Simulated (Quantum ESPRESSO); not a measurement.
Wanted: the native input for a Quantum ESPRESSO 7.5 run.

```yaml
Task: band structure
Functional: AM05
Potentials_or_basis: SG15 PBE 1.2
Cutoff: 952 eV
Density_cutoff: 3810 eV
k_mesh: 12 × 12 × 12
Occupations: fermi-dirac, width 0.05 eV
Spin: no spin polarisation
Mixing_beta: 0.5
Most_SCF_iterations: 120
SCF_threshold: 2e-10 Ry
```

Rh:

```xyz
1
Lattice="0.0000 1.8979 1.8979 1.8979 0.0000 1.8979 1.8979 1.8979 0.0000" Properties=species:S:1:pos:R:3 pbc="T T T"
Rh    0.0000    0.0000    0.0000
```

The input as run:

pw.in

```
&CONTROL
  calculation = 'scf'
  prefix = 'pwscf'
  outdir = './tmp'
  pseudo_dir = './pseudo'
  tprnfor = .true.
  tstress = .true.
  disk_io = 'low'
/
&SYSTEM
  ibrav = 0
  nat = 1
  ntyp = 1
  ecutwfc = 70
  nbnd = 15
  input_dft = 'XC-000I-000I-120L-135L-000I-000I'
  occupations = 'smearing'
  smearing = 'fd'
  degauss = 0.00367493
/
&ELECTRONS
  conv_thr = 2d-10
  electron_maxstep = 120
  mixing_beta = 0.5
/
ATOMIC_SPECIES
Rh   102.9055 Rh_ONCV_PBE-1.2.upf
CELL_PARAMETERS angstrom
   0.0000000000    1.8978500000    1.8978500000
   1.8978500000    0.0000000000    1.8978500000
   1.8978500000    1.8978500000    0.0000000000
ATOMIC_POSITIONS angstrom
Rh     0.0000000000    0.0000000000    0.0000000000
K_POINTS automatic
12 12 12 0 0 0
```

bands.in

```
&CONTROL
  calculation = 'bands'
  prefix = 'pwscf'
  outdir = './tmp'
  pseudo_dir = './pseudo'
  disk_io = 'low'
  verbosity = 'high'
/
&SYSTEM
  ibrav = 0
  nat = 1
  ntyp = 1
  ecutwfc = 70
  nbnd = 15
  input_dft = 'XC-000I-000I-120L-135L-000I-000I'
  occupations = 'smearing'
  smearing = 'fd'
  degauss = 0.00367493
/
&ELECTRONS
  conv_thr = 1d-08
  electron_maxstep = 120
  mixing_beta = 0.5
  diago_full_acc = .true.
  startingwfc = 'random'
/
ATOMIC_SPECIES
Rh   102.9055 Rh_ONCV_PBE-1.2.upf
CELL_PARAMETERS angstrom
   0.0000000000    1.8978500000    1.8978500000
   1.8978500000    0.0000000000    1.8978500000
   1.8978500000    1.8978500000    0.0000000000
ATOMIC_POSITIONS angstrom
Rh     0.0000000000    0.0000000000    0.0000000000
K_POINTS crystal
60
 0.0000000000  0.0000000000  0.0000000000 1
 0.0625000000  0.0000000000  0.0625000000 1
 0.1250000000  0.0000000000  0.1250000000 1
 0.1875000000  0.0000000000  0.1875000000 1
 0.2500000000  0.0000000000  0.2500000000 1
 0.3125000000  0.0000000000  0.3125000000 1
 0.3750000000  0.0000000000  0.3750000000 1
 0.4375000000  0.0000000000  0.4375000000 1
 0.5000000000  0.0000000000  0.5000000000 1
 0.5000000000  0.0625000000  0.5625000000 1
 0.5000000000  0.1250000000  0.6250000000 1
 0.5000000000  0.1875000000  0.6875000000 1
 0.5000000000  0.2500000000  0.7500000000 1
 0.4375000000  0.3125000000  0.7500000000 1
 0.3750000000  0.3750000000  0.7500000000 1
 0.3375000000  0.3375000000  0.6750000000 1
 0.3000000000  0.3000000000  0.6000000000 1
 0.2625000000  0.2625000000  0.5250000000 1
 0.2250000000  0.2250000000  0.4500000000 1
 0.1875000000  0.1875000000  0.3750000000 1
 0.1500000000  0.1500000000  0.3000000000 1
 0.1125000000  0.1125000000  0.2250000000 1
 0.0750000000  0.0750000000  0.1500000000 1
 0.0375000000  0.0375000000  0.0750000000 1
 0.0000000000  0.0000000000  0.0000000000 1
 0.0625000000  0.0625000000  0.0625000000 1
 0.1250000000  0.1250000000  0.1250000000 1
 0.1875000000  0.1875000000  0.1875000000 1
 0.2500000000  0.2500000000  0.2500000000 1
 0.3125000000  0.3125000000  0.3125000000 1
 0.3750000000  0.3750000000  0.3750000000 1
 0.4375000000  0.4375000000  0.4375000000 1
 0.5000000000  0.5000000000  0.5000000000 1
 0.5250000000  0.4500000000  0.5250000000 1
 0.5500000000  0.4000000000  0.5500000000 1
 0.5750000000  0.3500000000  0.5750000000 1
 0.6000000000  0.3000000000  0.6000000000 1
 0.6250000000  0.2500000000  0.6250000000 1
 0.5833333333  0.2500000000  0.6666666667 1
 0.5416666667  0.2500000000  0.7083333333 1
 0.5000000000  0.2500000000  0.7500000000 1
 0.5000000000  0.2857142857  0.7142857143 1
 0.5000000000  0.3214285714  0.6785714286 1
 0.5000000000  0.3571428571  0.6428571429 1
 0.5000000000  0.3928571429  0.6071428571 1
 0.5000000000  0.4285714286  0.5714285714 1
 0.5000000000  0.4642857143  0.5357142857 1
 0.5000000000  0.5000000000  0.5000000000 1
 0.4821428571  0.4821428571  0.5357142857 1
 0.4642857143  0.4642857143  0.5714285714 1
 0.4464285714  0.4464285714  0.6071428571 1
 0.4285714286  0.4285714286  0.6428571429 1
 0.4107142857  0.4107142857  0.6785714286 1
 0.3928571429  0.3928571429  0.7142857143 1
 0.3750000000  0.3750000000  0.7500000000 1
 0.6250000000  0.2500000000  0.6250000000 1
 0.5937500000  0.1875000000  0.5937500000 1
 0.5625000000  0.1250000000  0.5625000000 1
 0.5312500000  0.0625000000  0.5312500000 1
 0.5000000000  0.0000000000  0.5000000000 1
```

Potentials or basis: SG15 PBE 1.2.

Run with:

```bash
$ OMP_NUM_THREADS=1 pw.x -in pw.in > pw.out
$ OMP_NUM_THREADS=1 pw.x -in bands.in > bands.out
```

Results of the run:

The pressure is -5.7 GPa and the band gap on the k mesh is none (metal or under the smearing width).

Caveat: the potentials were made for another functional, which shifts forces and pressure.

Run time: 23 s on 1 thread of Arm Neoverse V1, with other jobs on the host, peak memory 0.09 GiB.
